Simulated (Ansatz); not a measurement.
(110) slab of 4 planes, 5.8 Å thick with 15 Å of vacuum as cut, in a 2×1 surface cell; outer planes AlP (top) and AlP (bottom), cut from AlP, relaxed from the bulk's places with the lower part held:

```yaml
crystal:
  lattice:
    - [7.73624, 0.00000, 0.00000]
    - [0.00000, 5.47035, 0.00000]
    - [0.00000, 0.00000, 20.80218]
  atoms:
    - { symbol: Al, position: [0.25000, 0.50000, 0.36054] }
    - { symbol: Al, position: [0.75000, 0.50000, 0.36054] }
    - { symbol: P, position: [0.50000, 0.25000, 0.36054] }
    - { symbol: P, position: [0.00000, 0.25000, 0.36054] }
    - { symbol: Al, position: [0.50000, 0.00000, 0.45351] }
    - { symbol: Al, position: [0.00000, 0.00000, 0.45351] }
    - { symbol: P, position: [0.75000, 0.75000, 0.45351] }
    - { symbol: P, position: [0.25000, 0.75000, 0.45351] }
    - { symbol: Al, position: [0.75000, 0.50076, 0.55009] }
    - { symbol: Al, position: [0.25000, 0.50076, 0.55009] }
    - { symbol: P, position: [0.00000, 0.25362, 0.54681] }
    - { symbol: P, position: [0.50000, 0.25362, 0.54681] }
    - { symbol: Al, position: [0.00000, 0.92700, 0.61759] }
    - { symbol: Al, position: [0.50000, 0.92700, 0.61759] }
    - { symbol: P, position: [0.25000, 0.72227, 0.64729] }
    - { symbol: P, position: [0.75000, 0.72227, 0.64729] }
```

Theory: DFT PBEsol, scalar-relativistic, plane waves, PAW (Ansatz). Cutoff 420 eV; k points 4×5×1 on the computed 16-atom cell (Γ-centred); Gaussian smearing, width 0.05 eV; no spin polarisation. The cell repeats along c with a dipole correction in the vacuum.

(1) Its upper atoms are moved at random (σ = 0.25 Å) and relaxed again, 2 time(s). Does the surface find a lower structure?

Results:

(1) No: the random starts end within 0.000 eV of the symmetric one.

Cost: 3 runs of about 4.5 core-minutes in all, on AMD EPYC 9R45 (Zen 5) (shared hosts).